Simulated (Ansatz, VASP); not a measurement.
## Ag in VASP and in Ansatz

```
CELL_PARAMETERS angstrom
2.79396 0.00000 0.00000
-1.39698 2.41964 0.00000
0.00000 0.00000 2.61060
ATOMIC_POSITIONS crystal
Ag 0.00000 0.00000 0.00000
```

Alike in both runs: task relaxation of cell and atoms; functional r2SCAN; k mesh 9 × 9 × 6; occupations gaussian, width 0.1 eV; no spin polarisation.

```csv
,VASP,Ansatz
version,VASP 6.6.1,Ansatz 0.2.0
potentials or method,"VASP PAW PBE potentials, release 64 (Ag)","scalar-relativistic, plane waves, PAW"
plane-wave cutoff (eV),600,500
valence electrons in the cell,11,19
```

VASP gave:

```
gap on the k mesh at the Fermi level, each at its own relaxed structure (eV) : none
relaxed volume (Å³/atom)                                                     : 18.87
relaxed cell length with the largest relative difference (Å)                 : 2.720
energy change over the relaxation (meV/atom)                                 : -34
```

Question: Estimate Ansatz's values.

Answer: gap on the k mesh at the Fermi level, each at its own relaxed structure (eV): none; relaxed volume (Å³/atom): 18.87; relaxed cell length with the largest relative difference (Å): 2.723; energy change over the relaxation (meV/atom): -33.

A gap of «none» marks a metal or a gap that the smearing closes. The two sets of potentials don't hold the same shells in valence.

Caveats: the k mesh is coarse (spacing up to 0.40 Å⁻¹), so the values aren't converged; the PAW data sets were made with another functional, which shifts forces and pressure a little (VASP).
